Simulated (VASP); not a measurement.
Here is a VASP 6.6.1 calculation.

Contents of INCAR:

```
PREC = Accurate
ENCUT = 520
EDIFF = 1E-6
ISMEAR = 0
SIGMA = 0.01
LREAL = False
LASPH = True
NELM = 100
ALGO = Normal
ISIF = 2
LWAVE = False
LCHARG = False
ISPIN = 2
MAGMOM = 1.1
LORBIT = 11
NUPDOWN = 1
GGA = PE
IVDW = 12
ISYM = 0
```

File KPOINTS:

```
Automatic mesh
0
Gamma
  1 1 1
```

File POSCAR:

```
H                                       
1.0
   10.5000000000      0.0000000000      0.0000000000
    0.0000000000     11.0000000000      0.0000000000
    0.0000000000      0.0000000000     11.5000000000
  H             
     1
Selective dynamics
Direct
     0.5000000000000000    0.5045454544999970    0.5000000000000000   F   F   F
```

Potentials or basis: VASP PAW PBE potentials, release 64 (H).

The run is started by

```sh
$ cat potpaw_PBE.64/H/POTCAR > POTCAR
$ mpirun -np 1 vasp_gam > vasp.out
```

Q: Predict the dispersion energy per atom.

A: 0.000 eV.

Caveat: the total moment is fixed, so each spin has its own Fermi level.
